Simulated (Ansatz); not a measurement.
**ScAl₃: trigonal deformation path**

These are results of Ansatz 0.2.0, DFT PBEsol, scalar-relativistic, plane waves, PAW, not measurements. Cutoff 420 eV, Γ-centred 14×14×14 k-points, Gaussian smearing of 0.15 eV. No spin polarisation. Energies are free energies at this smearing, counted from the undisturbed cell; pressure is positive in compression.

The undisturbed cell (relaxed at this level; it needn't be the usual structure):

```
CELL_PARAMETERS angstrom
4.07130 0.00000 0.00000
0.00000 4.07130 0.00000
0.00000 0.00000 4.07130
ATOMIC_POSITIONS crystal
Sc 0.00000 0.00000 0.00000
Al 0.50000 0.00000 0.50000
Al 0.00000 0.50000 0.50000
Al 0.50000 0.50000 0.00000
```

At fixed volume and fractional coordinates, lengths along (0.577, 0.577, 0.577) are scaled against those across it; ρ is that ratio over its starting value. The cell is metallic on the mesh throughout. At ρ = 0.500 the cell becomes cubic (Im-3m), and there the slope of the energy vanishes by symmetry.

| ρ | ΔE (meV/atom) |
| --- | --- |
| 0.500 | 1143.6 |
| 0.600 | 950.0 |
| 0.710 | 552.0 |
| 0.850 | 138.8 |
| 0.930 | 28.3 |
| 1.000 | 0.0 |
| 1.080 | 32.7 |
| 1.200 | 184.2 |
| 1.410 | 660.5 |
| 1.700 | 1597.7 |
| 2.000 | 2744.0 |

Cost: 11 runs of about 2 core-minutes in all, on Arm Neoverse V2 (shared hosts).